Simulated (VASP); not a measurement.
**A VASP 6.6.1 single-point calculation on KCl**

INCAR

```
EDIFF = 1E-7
LWAVE = .FALSE.
PREC = Medium
NBANDS = 15
ENCUT = 520
NELM = 120
ISMEAR = 0
LASPH = .TRUE.
LREAL = .FALSE.
SIGMA = 0.2
LCHARG = .FALSE.
IBRION = -1
ALGO = Normal
NSW = 0
METAGGA = R2SCAN
NELMDL = -12
ISIF = 2
```

KPOINTS

```
KPOINTS created by Atomic Simulation Environment
0
Gamma
6 6 6
0 0 0
```

POSCAR

```
K  Cl
 1.0000000000000000
     0.0911893536000000    3.5984721839999998    3.5984721839999998
     3.5984721839999998    0.0911893536000000    3.5984721839999998
     3.5984721839999998    3.5984721839999998    0.0911893536000000
 K   Cl
   1   1
Cartesian
  0.0177569625137219  0.0177569625137219  0.0177569625137219
  1.8042764678862773  1.8042764678862775  1.8042764678862775
```

The recommended PBE PAW datasets give the neutral cell 16 valence electrons.

Command

```
mpirun -np 1 vasp_std
```

**Question.** How does this run end, and what does it give?

**Answer.** It converged. Results: gap between bands v and c on the k mesh 5.26 eV; least direct gap on the k mesh 5.29 eV; pressure -0.5 GPa. Band v is the last that the valence electrons fill when counted band by band, and c is the next.

OSZICAR

```
N       E                     dE             d eps       ncg     rms          rms(c)
DAV:   1     0.922823935704E+02    0.92282E+02   -0.68637E+03   960   0.937E+02
DAV:   2    -0.118161171975E+02   -0.10410E+03   -0.94469E+02  1250   0.228E+02
DAV:   3    -0.202086766105E+02   -0.83926E+01   -0.83306E+01  1345   0.573E+01
DAV:   4    -0.206458894629E+02   -0.43721E+00   -0.43700E+00  1567   0.116E+01
DAV:   5    -0.206491577189E+02   -0.32683E-02   -0.32682E-02  1345   0.122E+00
DAV:   6    -0.206492466908E+02   -0.88972E-04   -0.88972E-04  1448   0.143E-01
DAV:   7    -0.206492475553E+02   -0.86450E-06   -0.86455E-06  1423   0.173E-02
DAV:   8    -0.206492475882E+02   -0.32882E-07   -0.32874E-07  1398   0.256E-03
DAV:   9    -0.206492475885E+02   -0.31832E-09   -0.32171E-09  1096   0.380E-04
DAV:  10    -0.206492475886E+02   -0.93223E-10   -0.67047E-10   949   0.162E-04
...
DAV:  15    -0.161975863156E+02   -0.27019E-01   -0.16765E-02  1064   0.106E+00    0.565E-01
DAV:  16    -0.162135300026E+02   -0.15944E-01   -0.10235E-02  1086   0.782E-01    0.246E-01
DAV:  17    -0.162161254957E+02   -0.25955E-02   -0.21662E-03  1219   0.264E-01    0.768E-02
DAV:  18    -0.162166652060E+02   -0.53971E-03   -0.57774E-04  1037   0.190E-01    0.145E-02
DAV:  19    -0.162167012339E+02   -0.36028E-04   -0.52204E-05  1226   0.487E-02    0.876E-03
DAV:  20    -0.162167028964E+02   -0.16626E-05   -0.20319E-06  1208   0.103E-02    0.160E-03
DAV:  21    -0.162167027755E+02    0.12089E-06   -0.46146E-07  1282   0.461E-03    0.253E-03
DAV:  22    -0.162167029161E+02   -0.14055E-06   -0.96002E-08   933   0.204E-03    0.464E-04
DAV:  23    -0.162167029901E+02   -0.73999E-07   -0.24647E-08   809   0.916E-04
   1 F= -.16216703E+02 E0= -.16216703E+02  d E =-.527922E-12
```

For comparison, a separate r²SCAN run of the intended cell, on usual settings and not on those above, gives a gap of 5.26 eV on its mesh and a pressure of -0.5 GPa.
